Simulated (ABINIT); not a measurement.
# SiC (F-43m): G0W0 in ABINIT against the plane-wave cutoff

How does the gap of SiC (F-43m) converge in the plane-wave cutoff?

Program: ABINIT 10.8.3. Level of theory: PBE and many-body steps on it, plane waves. Results are calculated unless marked as measured.

## (1) The structure

It takes space group F-43m (No. 216, cubic). The conventional cell has a = 4.358 Å, b = 4.358 Å, c = 4.358 Å, α = 90.00°, β = 90.00°, γ = 90.00°. Nearest to Si lie 4 C at 1.89 Å. Nearest to C lie 4 Si at 1.89 Å. Farther neighbours are not listed.

The cell and positions come from the Crystallography Open Database and are kept as given unless a step says otherwise.

## (2) Empty states on the mesh, 6×6×6 mesh, 387 bands

This step: ABINIT 10.8.3; DFT, PBE, plane waves, norm-conserving pseudopotentials.

The sums over transitions need many empty states on a uniform mesh; this step solves for them.

File run.abi:

```
acell 3*1.0 Angstrom
rprim 
  -0.000000000000 2.179000000000 2.179000000000
  2.179000000000 0.000000000000 2.179000000000
  2.179000000000 2.179000000000 -0.000000000000
ntypat 2
znucl 14 6
natom 2
typat 1 2
xred 
  0.000000000000 0.000000000000 0.000000000000
  0.250000000000 0.250000000000 0.250000000000
pp_dirpath "pseudos"
pseudos "Si.upf, C.upf"
ecut 37
ngkpt 6 6 6
nshiftk 1
shiftk 0 0 0
kptopt 1
chksymbreak 0
irdden 1
istwfk *1
nband 387
prtvol 0
optdriver 6
gwr_task "HDIAGO"
paral_kgb 0
occopt 1
indata_prefix "in"
outdata_prefix "out"
tmpdata_prefix "tmp"
```

Launch:

```console
$ OMP_NUM_THREADS=1 mpirun -n 4 abinit run.abi > log
```

The program printed:

```text
.Version 10.8.3 of ABINIT. v10.8.2 released Aug 2026.

 Symmetries : space group F-4 3 m (#216); Bravais cF (face-center cubic)
[... echo of the input left out ...]
== DATASET  1 ==================================================================
-   mpi_nproc: 4, omp_nthreads: 1 (-1 if OMP is not activated)

--- !DatasetInfo
iteration_state: {dtset: 1, }
dimensions: {natom: 2, nkpt: 16, mband: 387, nsppol: 1, nspinor: 1, nspden: 1, mpw: 1524, }
cutoff_energies: {ecut:  37.0, pawecutdg:  -1.0, }
[...]
Indirect band gap semiconductor
 Fundamental gap:     1.361 (eV)
   VBM:     6.835 (eV) at k: [ 0.0000E+00,  0.0000E+00,  0.0000E+00]
   CBM:     8.196 (eV) at k: [ 5.0000E-01,  5.0000E-01,  0.0000E+00]
 Direct gap:         4.553 (eV) at k: [ 5.0000E-01,  5.0000E-01,  0.0000E+00]

== END DATASET(S) ==============================================================
================================================================================

 -outvars: echo values of variables after computation  --------
           etotal      0.0000000000E+00
            nband         387
             nkpt          16
          spgroup         216
 [... the other variables as echoed above ...]

 Calculation completed.
```

Elapsed: 16 s, on 4 MPI ranks of Intel Xeon 6975P-C (Granite Rapids), shared host; peak memory 0.78 GiB.

This step gave:

| Property | Result |
| --- | --- |
| gap | 1.361 eV |
| k of the valence top | 0, 0, 0 |
| k of the conduction bottom | 0.5, 0.5, 0 |
| least direct gap | 4.553 eV |
| k points computed | 16 |
| lowest point of the top converged band, above the valence top | 378.4276 eV |

On this mesh the gap is 1.361 eV.

The density comes from a self-consistent run that is not shown.

## (3) Empty states on the mesh, 6×6×6 mesh, 107 bands

run.abi: that of step 2 with these lines changed.

```diff
@@ -14,3 +14,3 @@
 pseudos "Si.upf, C.upf"
-ecut 37
+ecut 22
 ngkpt 6 6 6
@@ -22,3 +22,3 @@
 istwfk *1
-nband 387
+nband 107
 prtvol 0
```

The program printed:

```text
[banner, memory and clock lines left out]
.Version 10.8.3 of ABINIT. v10.8.2 released Aug 2026.

 Symmetries : space group F-4 3 m (#216); Bravais cF (face-center cubic)
[... echo of the input left out ...]
== DATASET  1 ==================================================================
-   mpi_nproc: 4, omp_nthreads: 1 (-1 if OMP is not activated)

--- !DatasetInfo
iteration_state: {dtset: 1, }
dimensions: {natom: 2, nkpt: 16, mband: 107, nsppol: 1, nspinor: 1, nspden: 1, mpw: 701, }
cutoff_energies: {ecut:  22.0, pawecutdg:  -1.0, }
[...]
Integrated=    8.0000E+00

 === KS gaps after direct diagonalization ===
 Indirect band gap semiconductor
 Fundamental gap:     1.336 (eV)
   VBM:     6.864 (eV) at k: [ 0.0000E+00,  0.0000E+00,  0.0000E+00]
   CBM:     8.200 (eV) at k: [ 5.0000E-01,  5.0000E-01,  0.0000E+00]
 Direct gap:         4.537 (eV) at k: [ 5.0000E-01,  5.0000E-01,  0.0000E+00]

== END DATASET(S) ==============================================================

 -outvars: echo values of variables after computation  --------
           etotal      0.0000000000E+00
            nband         107
             nkpt          16
          spgroup         216
 [... the other variables as echoed above ...]

 Calculation completed.
```

It took 4.4 s on 4 MPI ranks; peak memory 0.35 GiB.

Numbers from this step:

```yaml
gap: 1.336 eV
k_of_the_valence_top: 0, 0, 0
k_of_the_conduction_bottom: 0.5, 0.5, 0
least_direct_gap: 4.537 eV
k_points_computed: 16
lowest_point_of_the_top_converged_band_above_the_valence_top: 141.2945 eV
```

On this mesh the gap is 1.336 eV.

## (4) Empty states on the mesh, 6×6×6 mesh, 107 bands

run.abi: that of step 3 with these lines changed.

```diff
@@ -14,3 +14,3 @@
 pseudos "Si.upf, C.upf"
-ecut 22
+ecut 30
 ngkpt 6 6 6
```

The program printed:

```text
[banner, memory and clock lines left out]
.Version 10.8.3 of ABINIT. v10.8.2 released Aug 2026.

 Symmetries : space group F-4 3 m (#216); Bravais cF (face-center cubic)
[... echo of the input left out ...]
== DATASET  1 ==================================================================
-   mpi_nproc: 4, omp_nthreads: 1 (-1 if OMP is not activated)

--- !DatasetInfo
iteration_state: {dtset: 1, }
dimensions: {natom: 2, nkpt: 16, mband: 107, nsppol: 1, nspinor: 1, nspden: 1, mpw: 1113, }
cutoff_energies: {ecut:  30.0, pawecutdg:  -1.0, }
[...]
Integrated=    8.0000E+00

 === KS gaps after direct diagonalization ===
 Indirect band gap semiconductor
 Fundamental gap:     1.355 (eV)
   VBM:     6.841 (eV) at k: [ 0.0000E+00,  0.0000E+00,  0.0000E+00]
   CBM:     8.196 (eV) at k: [ 5.0000E-01,  5.0000E-01,  0.0000E+00]
 Direct gap:         4.551 (eV) at k: [ 5.0000E-01,  5.0000E-01,  0.0000E+00]

== END DATASET(S) ==============================================================

 -outvars: echo values of variables after computation  --------
           etotal      0.0000000000E+00
            nband         107
             nkpt          16
          spgroup         216
 [... the other variables as echoed above ...]

 Calculation completed.
```

Run time: 7.7 s. Hardware: 4 MPI ranks; peak memory 0.49 GiB.

Numbers from this step:

- gap: 1.355 eV
- k of the valence top: 0, 0, 0
- k of the conduction bottom: 0.5, 0.5, 0
- least direct gap: 4.551 eV
- k points computed: 16
- lowest point of the top converged band, above the valence top: 141.1669 eV

On this mesh the gap is 1.355 eV.

## (5) Empty states on the mesh, 6×6×6 mesh, 107 bands

run.abi: that of step 4 with these lines changed.

```diff
@@ -14,3 +14,3 @@
 pseudos "Si.upf, C.upf"
-ecut 30
+ecut 46
 ngkpt 6 6 6
```

The program printed:

```text
[banner, memory and clock lines left out]
.Version 10.8.3 of ABINIT. v10.8.2 released Aug 2026.

 Symmetries : space group F-4 3 m (#216); Bravais cF (face-center cubic)
[... echo of the input left out ...]
== DATASET  1 ==================================================================
-   mpi_nproc: 4, omp_nthreads: 1 (-1 if OMP is not activated)

--- !DatasetInfo
iteration_state: {dtset: 1, }
dimensions: {natom: 2, nkpt: 16, mband: 107, nsppol: 1, nspinor: 1, nspden: 1, mpw: 2100, }
cutoff_energies: {ecut:  46.0, pawecutdg:  -1.0, }
[...]
Integrated=    8.0000E+00

 === KS gaps after direct diagonalization ===
 Indirect band gap semiconductor
 Fundamental gap:     1.362 (eV)
   VBM:     6.834 (eV) at k: [ 0.0000E+00,  0.0000E+00,  0.0000E+00]
   CBM:     8.196 (eV) at k: [ 5.0000E-01,  5.0000E-01,  0.0000E+00]
 Direct gap:         4.553 (eV) at k: [ 5.0000E-01,  5.0000E-01,  0.0000E+00]

== END DATASET(S) ==============================================================

 -outvars: echo values of variables after computation  --------
           etotal      0.0000000000E+00
            nband         107
             nkpt          16
          spgroup         216
 [... the other variables as echoed above ...]

 Calculation completed.
```

The job ended after 41 s (4 MPI ranks; peak memory 1.2 GiB).

This step gave:

```yaml
gap: 1.362 eV
k_of_the_valence_top: 0, 0, 0
k_of_the_conduction_bottom: 0.5, 0.5, 0
least_direct_gap: 4.553 eV
k_points_computed: 16
lowest_point_of_the_top_converged_band_above_the_valence_top: 141.1313 eV
```

On this mesh the gap is 1.362 eV.

## (6) Screening, 6×6×6 mesh, 99 bands, screening to 261.2 eV

The RPA dielectric matrix is built and inverted for each q.

This step: RPA screening on PBE, plane waves, norm-conserving pseudopotentials.

run.abi: that of step 5 with these lines changed.

```diff
@@ -14,3 +14,3 @@
 pseudos "Si.upf, C.upf"
-ecut 46
+ecut 22
 ngkpt 6 6 6
@@ -20,10 +20,11 @@
 chksymbreak 0
-irdden 1
 istwfk *1
-nband 107
-prtvol 0
-optdriver 6
-gwr_task "HDIAGO"
-paral_kgb 0
 occopt 1
+irdwfk 1
+optdriver 3
+nband 99
+ecuteps 9.6
+inclvkb 2
+awtr 1
+symchi 1
 indata_prefix "in"
```

The program printed:

```text
.Version 10.8.3 of ABINIT. v10.8.2 released Aug 2026.

 Symmetries : space group F-4 3 m (#216); Bravais cF (face-center cubic)
[... echo of the input left out ...]
== DATASET  1 ==================================================================
-   mpi_nproc: 4, omp_nthreads: 1 (-1 if OMP is not activated)

--- !DatasetInfo
iteration_state: {dtset: 1, }
dimensions: {natom: 2, nkpt: 16, mband: 99, nsppol: 1, nspinor: 1, nspden: 1, mpw: 701, }
cutoff_energies: {ecut:  22.0, pawecutdg:  -1.0, }
electrons: {nelect:   8.00000000E+00, charge:   0.00000000E+00, occopt:   1.00000000E+00, tsmear:   1.00000000E-02, }

 SCREENING: Calculation of the susceptibility and dielectric matrices

 Based on a program developped by R.W. Godby, V. Olevano, G. Onida, and L. Reining.
 Incorporated in ABINIT by V. Olevano, G.-M. Rignanese, and M. Torrent.
.Using double precision arithmetic ; gwpc =  8

[... cell and pseudopotentials left out ...]
--------------------------------------------------------------------------------

 ==== K-mesh for the wavefunctions ====
 Number of points in the irreducible wedge :    16
[... list of points left out ...]
 Together with 24 symmetry operations and time-reversal symmetry
 yields   216 points in the full Brillouin Zone.

 ==== Q-mesh for the screening function ====
 Number of points in the irreducible wedge :    16
[... list of points left out ...]
 Together with 24 symmetry operations and time-reversal symmetry
 yields   216 points in the full Brillouin Zone.

 setmesh: FFT mesh size selected  =    24x   24x   24
          total number of points  =        13824

 vcoul_init : cutoff-mode = AUXILIARY_FUNCTION
 q-points for optical limit:   1
     1)      0.000010    0.000020    0.000030

- screening: taking advantage of time-reversal symmetry
- Maximum band index for partially occupied states nbvw = 4
- Remaining bands to be divided among processors   nbcw = 95
- Number of bands treated by each node ~23

 Number of electrons calculated from density =    8.0000; Expected =    8.0000
 average of density, n =  0.057292
 r_s =    1.6092
 omega_plasma =   23.0888 [eV]

 calculating chi0 at frequencies [eV] :
  1    0.000000E+00    0.000000E+00
  2    0.000000E+00    2.308880E+01

--------------------------------------------------------------------------------
  q-point number  1        q = ( 0.000000, 0.000000, 0.000000) [r.l.u.]
--------------------------------------------------------------------------------
[... chi0 elements left out ...]
 For q-point:  0.000010 0.000020 0.000030
  dielectric constant =   7.1484
  dielectric constant without local fields =   7.8178

  Average fulfillment of the sum rule on Im[epsilon] for q-point    1 :     91.29  [%]
[... wings left out ...]
  q-point number  2        q = ( 0.166667, 0.000000, 0.000000) [r.l.u.]
--------------------------------------------------------------------------------
[... chi0 elements left out ...]
  Average fulfillment of the sum rule on Im[epsilon] for q-point    2 :     95.91  [%]

 [... 14 further q-points ...]
```

The job ended after 55 s (4 MPI ranks; peak memory 0.73 GiB; 3.6 min of CPU time).

Numbers from this step:

* ε∞ with local fields, on this mesh, along the program's q direction: 7.148
* the same without local fields: 7.818
* plasma frequency: 23.09 eV
* plane waves in the screening matrix: 181

Local fields lower ε∞ by 9 %.

## (7) 22 Ha

This step: G0W0 on PBE, plane waves, norm-conserving pseudopotentials.

run.abi: that of step 6 with these lines changed.

```diff
@@ -23,8 +23,17 @@
 irdwfk 1
-optdriver 3
+optdriver 4
 nband 99
+gwcalctyp 0
+ecutsigx 22
+symsigma 1
+nkptgw 2
+kptgw 
+  0.0000000000 0.0000000000 0.0000000000
+  0.5000000000 0.5000000000 0.0000000000
+bdgw 
+  2 8
+  3 6
 ecuteps 9.6
-inclvkb 2
-awtr 1
-symchi 1
+irdscr 1
+ppmodel 1
 indata_prefix "in"
```

The program printed:

```text
.Version 10.8.3 of ABINIT. v10.8.2 released Aug 2026.

 Symmetries : space group F-4 3 m (#216); Bravais cF (face-center cubic)
[... echo of the input left out ...]
== DATASET  1 ==================================================================
-   mpi_nproc: 4, omp_nthreads: 1 (-1 if OMP is not activated)

--- !DatasetInfo
iteration_state: {dtset: 1, }
dimensions: {natom: 2, nkpt: 16, mband: 99, nsppol: 1, nspinor: 1, nspden: 1, mpw: 701, }
cutoff_energies: {ecut:  22.0, pawecutdg:  -1.0, }
electrons: {nelect:   8.00000000E+00, charge:   0.00000000E+00, occopt:   1.00000000E+00, tsmear:   1.00000000E-02, }

 SIGMA: Calculation of the GW corrections

 Based on a program developped by R.W. Godby, V. Olevano, G. Onida, and L. Reining.
 Incorporated in ABINIT by V. Olevano, G.-M. Rignanese, and M. Torrent.
.Using double precision arithmetic ; gwpc =  8

[... cell and pseudopotentials left out ...]
--------------------------------------------------------------------------------

 ==== K-mesh for the wavefunctions ====
 Number of points in the irreducible wedge :    16
[... list of points left out ...]
 Together with 24 symmetry operations and time-reversal symmetry
 yields   216 points in the full Brillouin Zone.

 ==== Q-mesh for screening function ====
 Number of points in the irreducible wedge :    16
[... list of points left out ...]
 Together with 24 symmetry operations and time-reversal symmetry
 yields   216 points in the full Brillouin Zone.

 vcoul_init : cutoff-mode = AUXILIARY_FUNCTION
 q-points for optical limit:   1
     1)      0.000010    0.000020    0.000030
 setmesh: FFT mesh size selected  =    25x   25x   25
          total number of points  =        15625

 Number of electrons calculated from density =    8.0000; Expected =    8.0000
 average of density, n =  0.057292
 r_s =    1.6092
 omega_plasma =   23.0888 [eV]

 === KS Band Gaps ===
  >>>> For spin  1
   Minimum direct gap =   4.5369 [eV], located at k-point      :   0.5000  0.5000  0.0000
   Fundamental gap    =   1.3357 [eV], Top of valence bands at :   0.0000  0.0000  0.0000
                                       Bottom of conduction at :   0.5000  0.5000  0.0000
 SIGMA fundamental parameters:
 PLASMON POLE MODEL  1
 number of plane-waves for SigmaX                  701
 number of plane-waves for SigmaC and W            181
 number of plane-waves for wavefunctions           701
 number of bands                                    99
 number of independent spin polarizations            1
 number of spinorial components                      1
 number of k-points in IBZ                          16
 number of q-points in IBZ                          16
 number of symmetry operations                      24
 number of k-points in BZ                          216
 number of q-points in BZ                          216
 number of frequencies for dSigma/dE                 9
 frequency step for dSigma/dE [eV]                0.25
 number of omega for Sigma on real axis              0
 max omega for Sigma on real axis  [eV]           0.00
 zcut for avoiding poles [eV]                     0.10

 EPSILON^-1 parameters (SCR file):
 dimension of the eps^-1 matrix on file            181
 dimension of the eps^-1 matrix used               181
 number of plane-waves for wavefunctions           701
 number of bands                                    99
 number of q-points in IBZ                          16
 number of frequencies                               2
 number of real frequencies                          1
 number of imag frequencies                          1

 matrix elements of self-energy operator (all in [eV])

 Perturbative Calculation

--- !SelfEnergy_ee
iteration_state: {dtset: 1, }
kpoint     : [   0.000,    0.000,    0.000, ]
spin       : 1
KS_gap     :    6.168
QP_gap     :    7.065
Delta_QP_KS:    0.897
data: !SigmaeeData |
     Band     E0 <VxcDFT>   SigX SigC(E0)      Z dSigC/dE  Sig(E)    E-E0       E
        2   6.864 -14.913 -17.551   1.916   0.793  -0.262 -15.486  -0.573   6.291
        3   6.864 -14.913 -17.551   1.916   0.793  -0.262 -15.486  -0.573   6.291
        4   6.864 -14.913 -17.551   1.916   0.793  -0.262 -15.486  -0.573   6.291
        5  13.032 -13.199  -7.544  -5.245   0.790  -0.265 -12.875   0.324  13.356
        6  14.155 -11.332  -5.837  -5.114   0.805  -0.242 -11.025   0.307  14.462
        7  14.155 -11.332  -5.837  -5.114   0.805  -0.242 -11.025   0.307  14.462
        8  14.155 -11.332  -5.837  -5.114   0.805  -0.242 -11.025   0.307  14.462

--- !SelfEnergy_ee
iteration_state: {dtset: 1, }
kpoint     : [   0.500,    0.500,    0.000, ]
spin       : 1
KS_gap     :    4.537
QP_gap     :    5.563
Delta_QP_KS:    1.026
data: !SigmaeeData |
     Band     E0 <VxcDFT>   SigX SigC(E0)      Z dSigC/dE  Sig(E)    E-E0       E
        3   3.663 -13.555 -17.422   2.738   0.783  -0.277 -14.439  -0.884   2.779
        4   3.663 -13.555 -17.422   2.738   0.783  -0.277 -14.439  -0.884   2.779
        5   8.200 -10.503  -6.375  -3.954   0.820  -0.220 -10.360   0.143   8.342
        6  11.178 -10.769  -5.966  -4.423   0.822  -0.216 -10.456   0.313  11.491

== END DATASET(S) ==============================================================
================================================================================

 -outvars: echo values of variables after computation  --------
           etotal      0.0000000000E+00
            nband          99
             nkpt          16
          spgroup         216
 [... the other variables as echoed above ...]

 Calculation completed.
```

Wall time 13 s (4 MPI ranks); peak memory 0.79 GiB; 51 s of CPU time.

Numbers from this step:

```
G0W0 gap on the points computed              : 2.051 eV
starting gap on the mesh                     : 1.336 eV
k of the valence top                         : 0, 0, 0
k of the conduction bottom                   : 0.5, 0.5, 0
Z at the valence top                         : 0.793
Z at the conduction bottom                   : 0.82
least direct G0W0 gap on the computed points : 5.563 eV
```

(Continued in part 2 of 2.)

[Paths, hosts, dates, memory and timing lines, banners, echoed tables and standing remarks are left out of the program output.]

[Logs are printed without paths, hosts, clocks, repeated set-up lines and the standing remarks that a program may print on its own settings, such as how far it seeks lower states.]

[Runs of the session that timed out or met a known fault of the program may be left out.]

[Hosts, paths, dates, database ids (printed as entryN), source tags and the programs' standing remarks are cut or masked in the printed files.]

[G0W0 gaps are taken among the corrected bands and points alone; a level outside them can change the order at an edge.]

[Where Ansatz stands beside ABINIT at settings called matched, ABINIT's density can come from a denser mesh and the files from another edition; pairs whose starting gaps differed by over 0.03 eV were left out, so agreement reads better than it is.]
